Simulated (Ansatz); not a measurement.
MoS2:

```
Mo S
1.0
     1.58000    0.91221    6.15000
    -1.58000    0.91221    6.15000
     0.00000   -1.82443    6.15000
Mo S
1 2
Direct
  0.00000 0.00000 0.00000
  0.41700 0.41700 0.41700
  0.25000 0.25000 0.25000
```

Measurements of this composition are mostly on another form, of space group No. 194.

Program: Ansatz 0.2.0. Alike in all runs: task band structure; potentials or basis Ansatz PAW; cell as given; cutoff (eV) 420; smearing fermi-dirac 0.05 eV.

**Question.** Order these runs on this cell by their pressure, lowest first.
A. level RPBE; spin off; k mesh 10 × 10 × 10
B. level LDA; spin SOC, no magnetisation; k mesh 7 × 7 × 7
C. level PBEsol; spin SOC, no magnetisation; k mesh 7 × 7 × 7
D. level BLYP; spin off; k mesh 10 × 10 × 10

**Answer.** B (-2.4 GPa), C (0.3 GPa), A (8.1 GPa), D (12.9 GPa).

Caveats: the PAW data sets come from PBE, with cores solved anew for the run's functional, which leaves a small shift of forces and pressure.

Runs at the PBE level aren't shown here.
